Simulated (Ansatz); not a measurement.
# Energy against total moment in CuO

System: CuO, an experimental structure (space group Cc); the cell holds 4 atoms. Sizeable forces remain on the atoms, so the positions aren't those of the computed minimum. Source: COD entry 9016057; the sample's temperature and pressure aren't taken into account, and it need not be the stable phase.

```yaml
crystal:
  lattice:
    - [2.34465, -1.71340, 0.00000]
    - [2.34465, 1.71340, 0.00000]
    - [-0.86055, 0.00000, 5.05944]
  atoms:
    - { symbol: Cu, position: [0.00320, 0.49680, 0.00000] }
    - { symbol: Cu, position: [0.49680, 0.00320, 0.50000] }
    - { symbol: O, position: [0.57140, 0.40560, 0.25370] }
    - { symbol: O, position: [0.40560, 0.57140, 0.75370] }
```

Numbers behind element symbols give the atom's place in this list.

All numbers below come from DFT, PBE, PAW, plane waves, scalar-relativistic in Ansatz development build ahead of 0.2.0.

```
Plane-wave cutoff : 420 eV
k-point mesh      : 7×7×4 (Γ-centred)
Occupations       : Fermi–Dirac smearing, 0.03 eV
Valence electrons : 50
```

The total moment includes the space between the atomic spheres.

A semilocal functional without U tends to delocalise d and f electrons, and can give a metal where the real compound is an insulator.

For a metal this mesh leaves errors of several meV/atom.

Each run fixes N↑ − N↓ and starts with that moment spread in parallel over the Cu atoms; no search for lower states follows. Energies are free energies per cell above the lowest run, the runs with a free moment included. A row is the solution that its start led to, not a proven minimum at that M. The run at M = 0 starts without moments and gives the spin-unpolarised solution; a state with cancelling moments wasn't tried, and may lie lower. The program warns that the SCF threshold is loose for stress, so pressures can be off by 0.1 GPa or more.

The run at M = 0.60 μB took 17 s on 2 threads of x86-64 server CPU (shared host), peak memory 0.38 GiB.

| fixed M (μB/cell) | F − F(lowest) (meV/cell) | moments of Cu1 Cu2 O3 O4 (μB) | pressure (GPa) |
| --- | --- | --- | --- |
| 0.00 | 0 | 0.00 0.00 0.00 0.00 | 5.7 |
| 0.15 | 1 | 0.05 0.05 0.02 0.02 | 5.7 |
| 0.30 | 5 | 0.10 0.10 0.05 0.05 | 5.7 |
| 0.45 | 17 | 0.14 0.14 0.08 0.08 | 5.8 |
| 0.60 | 33 | 0.19 0.19 0.10 0.10 | 5.8 |
| 0.75 | 49 | 0.24 0.24 0.13 0.13 | 5.9 |
| 0.90 | 64 | 0.28 0.28 0.15 0.15 | 6.0 |
| 1.05 | 82 | 0.33 0.33 0.18 0.18 | 6.2 |
| 1.20 | 102 | 0.37 0.37 0.21 0.21 | 6.3 |

The lowest fixed-moment run is the one at M = 0.00 μB (0 meV). With the constraint released: “parallel moments scaled by 0.1, free total moment [Cu1 0.10, Cu2 0.10 μB]” ends at 0.00 μB, 0 meV; “parallel moments, free total moment [Cu1 1.00, Cu2 1.00 μB]” ends at 0.00 μB, 0 meV.
